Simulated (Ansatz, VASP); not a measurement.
## One calculation of AlN, two programs

The input POSCAR:

```
AlN
1.0
    3.1532941665      0.0000000000      0.0000000000
   -1.5766470833      2.7308328538      0.0000000000
    0.0000000000      0.0000000000      4.9360797712
Al N
2 2
Direct
    0.3333333333      0.6666666667     -0.0053356500
    0.6666666667      0.3333333333      0.4946643500
    0.3333333333      0.6666666667      0.3803356500
    0.6666666667      0.3333333333      0.8803356500
```

INCAR.step1

```
SYSTEM = AlN
ALGO = Normal
EDIFF = 1E-4
ENCUT = 520
GGA = PE
ISMEAR = 0
LASPH = .TRUE.
LCHARG = .FALSE.
LREAL = .FALSE.
LWAVE = .TRUE.
NBANDS = 16
NELM = 60
PREC = Accurate
SIGMA = 0.01
```

The input INCAR.step2:

```
SYSTEM = AlN
ALGO = Normal
EDIFF = 1E-6
ENCUT = 520
ISIF = 2
ISMEAR = 0
ISTART = 1
LASPH = .TRUE.
LCHARG = .FALSE.
LMIXTAU = .TRUE.
LREAL = .FALSE.
LWAVE = .FALSE.
METAGGA = R2SCAN
NBANDS = 16
NELM = 60
PREC = Accurate
SIGMA = 0.01
```

Contents of KPOINTS:

```
k-points
0
G
  12 12 6
  0 0 0
```

Input for Ansatz:

```yaml
crystal:
  lattice:
    - [3.1532941665, 0.0, 0.0]
    - [-1.5766470833, 2.7308328538, 0.0]
    - [0.0, 0.0, 4.9360797712]
  atoms:
    - { symbol: Al, position: [0.3333333333, 0.6666666667, -0.00533565] }
    - { symbol: Al, position: [0.6666666667, 0.3333333333, 0.49466435] }
    - { symbol: "N", position: [0.3333333333, 0.6666666667, 0.38033565] }
    - { symbol: "N", position: [0.6666666667, 0.3333333333, 0.88033565] }
kpoints:
  mp_grid: { grid: [12, 12, 6] }
  band_path:
    path:
      - [0.0, 0.0, 0.0]
      - [0.5, 0.0, 0.0]
      - [0.3333333333, 0.3333333333, 0.0]
      - [0.0, 0.0, 0.5]
      - [0.5, 0.0, 0.5]
      - [0.3333333333, 0.3333333333, 0.5]
    npoints: 1
hamiltonian:
  xc: r2scan
scf:
  occupations: { method: fixed }
  n_extra_bands: 5
output:
  forces: true
  stress: true
  eigenvalues: true
```

Change from the starting cell: epitaxial_xy strain +1.5%.

Alike in both runs: task single point; functional r2SCAN; k mesh 12 × 12 × 6; no spin polarisation.

|  | VASP | Ansatz |
| --- | --- | --- |
| version | VASP 6.6.1 | Ansatz 0.2.0 |
| potentials or method | VASP PAW PBE potentials, release 64 (Al, N) | plane waves, PAW |
| plane-wave cutoff (eV) | 520 | 500 |
| occupations | gaussian, width 0.01 eV | fixed |
| valence electrons in the cell | 16 | 16 |

```csv
,VASP,Ansatz,Ansatz less VASP
gap on the k mesh at the Fermi level (eV),4.60,4.56,-0.038
pressure (GPa),-5.0,-4.6,+0.41
largest component of the traceless stress (GPa),4.65,4.59,-0.059
```

Caveats: the PAW data sets were made with another functional, which shifts forces and pressure a little (VASP). A k mesh can miss the band edges.
